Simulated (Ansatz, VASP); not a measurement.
# GaP: VASP beside Ansatz

INCAR

```
ALGO = Normal
EDIFF = 1E-6
EDIFFG = -0.02
ENCUT = 520
GGA = PE
IBRION = 2
ISIF = 2
ISMEAR = -1
LASPH = T
LCHARG = F
LREAL = F
LWAVE = F
NELM = 60
NSW = 80
PREC = Accurate
SIGMA = 0.02
```

KPOINTS

```
k-points
0
Gamma
  14 14 14
```

The input POSCAR:

```
GaP
1.0
    0.0000000000      2.7786998443      2.7786998443
    2.7786998443      0.0000000000      2.7786998443
    2.7786998443      2.7786998443      0.0000000000
Ga P
1 1
Direct
    0.0000000000      0.0000000000      0.0000000000
    0.2500000000      0.2500000000      0.2500000000
```

Input for Ansatz:

```yaml
crystal:
  lattice:
    - [0.0, 2.7786998443, 2.7786998443]
    - [2.7786998443, 0.0, 2.7786998443]
    - [2.7786998443, 2.7786998443, 0.0]
  atoms:
    - { symbol: Ga, position: [0.0, 0.0, 0.0] }
    - { symbol: P, position: [0.25, 0.25, 0.25] }
kpoints:
  mp_grid: { grid: [14, 14, 14] }
scf:
  occupations: { method: fermi_dirac, width: 0.02 }
hamiltonian:
  xc: pbe
  pseudopotentials: { kind: paw }
output:
  forces: true
  stress: true
  populations: true
  efg: { quadrupole_moments_barn: { Ga: 0.107 }, contact_densities: true }
relax:
  f_tol: 0.02
  max_steps: 60
```

Change from the starting cell: volume scaled by 1.06, ions relaxed.

Alike in both runs: task relaxation of the atoms; functional PBE; k mesh 14 × 14 × 14; occupations fermi-dirac, width 0.02 eV; no spin polarisation.

|  | VASP | Ansatz |
| --- | --- | --- |
| version | VASP 6.6.1 | Ansatz 0.2.0 |
| potentials or method | VASP PAW PBE potentials, release 64 (Ga_d, P) | plane-wave PAW, scalar-relativistic |
| plane-wave cutoff (eV) | 520 | 420 |
| valence electrons in the cell | 18 | 18 |

```tsv
	VASP	Ansatz	Ansatz less VASP
gap on the k mesh at the Fermi level, each at its own relaxed structure (eV)	1.35	1.35	+0.003
```

Ansatz warned: «stress_scf_threshold_loose».

Caveats: the relaxation stopped at its first step, so nothing moved. A k mesh can miss the band edges.
